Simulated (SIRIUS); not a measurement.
**Ag in SIRIUS: the effect of dispersion**

Ag:

```xyz
1
Lattice="2.8889 0.0000 0.0000 1.4444 2.5018 0.0000 1.4444 0.8339 2.3588" Properties=species:S:1:pos:R:3 pbc="T T T"
Ag    0.0000    0.0000    0.0000
```

Alike in all runs:

- Program: SIRIUS 7.12.0
- Task: equation of state
- Functional: PBE
- Potentials or basis: all-electron FP-LAPW
- Cutoff: 163 eV
- Basis: apw+lo standard
- k mesh: 11 × 11 × 11
- Occupations: fermi-dirac, width 0.05 eV
- Spin: no spin polarisation

```tsv
dispersion	V0 of scaled cells (Å³/atom)	B0 (GPa)
none	?	?
D3	16.82	109
D3(BJ)	16.80	114
D4	16.92	112
```

Problem. What does the run with dispersion none give?

Solution. V0 of scaled cells 17.74 Å³/atom; B0 91 GPa.

Caveats: the basis cutoff falls short for Ag, Pd and Pb here, so volumes come out up to a per cent or two small and moduli rough.
